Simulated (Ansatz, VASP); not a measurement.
AlN in VASP and in Ansatz

File POSCAR:

```
AlN
1.0
    0.0487955734      2.2336719942      2.2336719942
    2.2336719942      0.0487955734      2.2336719942
    2.2336719942      2.2336719942      0.0487955734
Al N
1 1
Direct
    0.0011501000      0.0011501000      0.0011501000
    0.2488499000      0.2488499000      0.2488499000
```

INCAR.step1

```
PREC = Accurate
ENCUT = 520
ISMEAR = 0
SIGMA = 0.01
LREAL = F
LASPH = T
NELM = 100
NBANDS = 11
GGA = PE
ALGO = Normal
EDIFF = 1E-4
LWAVE = T
LCHARG = F
```

INCAR.step2

```
PREC = Accurate
ENCUT = 520
EDIFF = 1E-7
ISMEAR = 0
SIGMA = 0.01
LREAL = F
LASPH = T
NELM = 100
ALGO = Normal
ISIF = 2
LWAVE = F
LCHARG = F
METAGGA = R2SCAN
LMIXTAU = T
NBANDS = 11
ISTART = 1
```

KPOINTS

```
Automatic mesh
0
Gamma
  10 10 10
```

Input for Ansatz:

```yaml
crystal:
  lattice:
    - [0.0487955734, 2.2336719942, 2.2336719942]
    - [2.2336719942, 0.0487955734, 2.2336719942]
    - [2.2336719942, 2.2336719942, 0.0487955734]
  atoms:
    - { symbol: Al, position: [0.0011501, 0.0011501, 0.0011501] }
    - { symbol: "N", position: [0.2488499, 0.2488499, 0.2488499] }
kpoints:
  mp_grid: { grid: [10, 10, 10] }
  band_path:
    path:
      - [0.0, 0.0, 0.0]
      - [-0.5, -0.5, 0.0]
      - [-0.375, -0.375, 0.25]
      - [-0.375, 0.0, 0.375]
      - [0.0, 0.0, 0.5]
      - [-0.5, -0.25, 0.25]
    npoints: 1
hamiltonian:
  xc: r2scan
scf:
  occupations: { method: fixed }
  n_extra_bands: 4
output:
  forces: true
  stress: true
  eigenvalues: true
```

Change from the starting cell: shear_111 strain +3.4%.

Alike in both runs: task single point; functional r2SCAN; k mesh 10 × 10 × 10; no spin polarisation.

```csv
,VASP,Ansatz
version,VASP 6.6.1,Ansatz 0.2.0
potentials or method,"VASP PAW PBE potentials, release 64 (Al, N)","plane waves, PAW"
plane-wave cutoff (eV),520,500
occupations,"gaussian, width 0.01 eV",fixed
valence electrons in the cell,8,8
```

Ansatz gave:

| Item | Value |
| --- | --- |
| gap on the k mesh at the Fermi level (eV) | 3.80 |
| pressure (GPa) | -6.4 |
| largest component of the traceless stress (GPa) | 4.22 |

Q: What did VASP give for the same quantities?

A: gap on the k mesh at the Fermi level (eV): 3.80; pressure (GPa): -6.8; largest component of the traceless stress (GPa): 4.26.

Caveats: the PAW data sets were made with another functional, which shifts forces and pressure a little (VASP). A k mesh can miss the band edges.
